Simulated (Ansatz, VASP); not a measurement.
## W in VASP and in Ansatz

INCAR

```
  PREC = Accurate
  ENCUT = 520
  EDIFF = 1E-6
  ISMEAR = -1
  SIGMA = 0.1
  LREAL = F
  LASPH = T
  NELM = 80
  ALGO = Normal
  ISIF = 2
  LWAVE = F
  LCHARG = F
  GGA = RE
  NBANDS = 13
```

File KPOINTS:

```
Automatic mesh
0
Gamma
  13 13 13
```

POSCAR

```
W
1.0
    2.6814026820      0.0000000000      0.0000000000
    0.0000000000      2.6814026820      0.0000000000
    0.0000000000      0.0000000000      2.6814026820
W
1
Direct
    0.0000000000      0.0000000000      0.0000000000
```

Input for Ansatz:

```yaml
crystal:
  lattice:
    - [2.681402682, 0.0, 0.0]
    - [0.0, 2.681402682, 0.0]
    - [0.0, 0.0, 2.681402682]
  atoms:
    - { symbol: W, position: [0.0, 0.0, 0.0] }
hamiltonian:
  xc: revpbe
  pseudopotentials:
    kind: paw
    azcp:
      W: "pseudopotentials/W.paw.azcp"
basis:
  ecutwfc: 420
  fft_grid_basis: typed
kpoints:
  mp_grid: { grid: [13, 13, 13], shift: [0, 0, 0] }
magnetization:
  spin_polarized: false
scf:
  occupations: { method: fermi_dirac, width: 0.1 }
  lower_state_search: "off"
output:
  stress: true
```

Alike in both runs: task single point; functional revPBE; k mesh 13 × 13 × 13; occupations fermi-dirac, width 0.1 eV; no spin polarisation.

|  | VASP | Ansatz |
| --- | --- | --- |
| version | VASP 6.6.1 | Ansatz 0.2.0 |
| potentials or method | VASP PAW PBE potentials, release 64 (W_sv) | plane waves (420 eV) with PAW, scalar-relativistic |
| plane-wave cutoff (eV) | 520 | 420 |
| valence electrons in the cell | 14 | 14 |

|  | VASP | Ansatz | Ansatz less VASP |
| --- | --- | --- | --- |
| pressure (GPa) | -7.6 | -8.0 | -0.40 |

With one functional, cell and mesh, what is left measures potentials, basis and numerics.

Caveats: the PAW data sets were made with another functional, which shifts forces and pressure a little (VASP). Spin-orbit coupling is left out, which matters for the levels of W.
